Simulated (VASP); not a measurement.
Write the native input for VASP 6.6.1 that does the following.

| Item | Value |
| --- | --- |
| Task | single point |
| Functional | PBEsol |
| Potentials or basis | VASP PAW PBE potentials, release 64 (Ta_pv) |
| Cutoff | 520 eV |
| k mesh | 2 × 2 × 2 |
| Occupations | fermi-dirac, width 0.3 eV |
| Spin | no spin polarisation |
| Dipole correction | no |
| Further INCAR settings | LREAL = Auto; ALGO = Fast; EDIFF = 1e-06; NBANDS = 102 |

The structure of Ta lies in POSCAR:

```
Ta
1.0
    6.9357050000      0.0000000000      0.0000000000
    0.0000000000      6.9357050000      0.0000000000
    0.0000000000      0.0000000000      6.9357050000
Ta
16
Direct
    0.0235736670     -0.0029124653     -0.0179938449
    0.4638461411      0.0554521855      0.0045705519
    0.0091266858      0.4610346028     -0.0095159757
    0.0544140790      0.0023501576      0.4835269089
    0.2261918579      0.3180786957      0.2575801595
    0.5291603377      0.5310202784      0.0268033315
    0.5095660787      0.0046858971      0.5106330214
    0.7424047015      0.2581424671      0.3044679668
   -0.0244820101      0.5254692926      0.5123776170
    0.2451373004      0.7646374810      0.2258458225
    0.2468963141      0.2438108311      0.7735767308
    0.4787833393      0.5151459008      0.4950325886
    0.7674201830      0.7769217405      0.2420373992
    0.7362048991      0.2406388392      0.7698424313
    0.2762372390      0.7731441865      0.7352388834
    0.7483017228      0.7355272463      0.7559289214
```

The cell was built by a generator and needn't be a form met in nature.

One way to write it, as run:

INCAR

```
  PREC = Accurate
  ENCUT = 520
  EDIFF = 1E-6
  ISMEAR = -1
  SIGMA = 0.3
  LREAL = Auto
  LASPH = T
  NELM = 100
  ALGO = Fast
  ISIF = 2
  LWAVE = F
  LCHARG = F
  GGA = PS
  NBANDS = 102
```

KPOINTS

```
regular mesh
0
Gamma
  2 2 2
```

Potentials or basis: VASP PAW PBE potentials, release 64 (Ta_pv).

Launch:

```bash
$ cat potpaw_PBE.64/Ta_pv/POTCAR > POTCAR
$ mpirun -np 1 vasp_std > vasp.out
```

Results of the run:

```yaml
Pressure: -18.5 GPa
Largest_force: 3.373 eV/Å
Band_gap_on_the_k_mesh: none (metal or under the smearing width)
```

Caveat: the k mesh is coarse (spacing up to 0.45 Å⁻¹), so the values aren't converged; so large a pressure means that the cell lies far from this level's equilibrium, or that cutoff or potentials fall short; the potentials were made for another functional, which shifts forces and pressure.

Run time: 19 min on 1 thread of Intel(R) Xeon(R) Platinum 8488C (Sapphire Rapids), with other jobs on the host, peak memory 0.47 GiB.
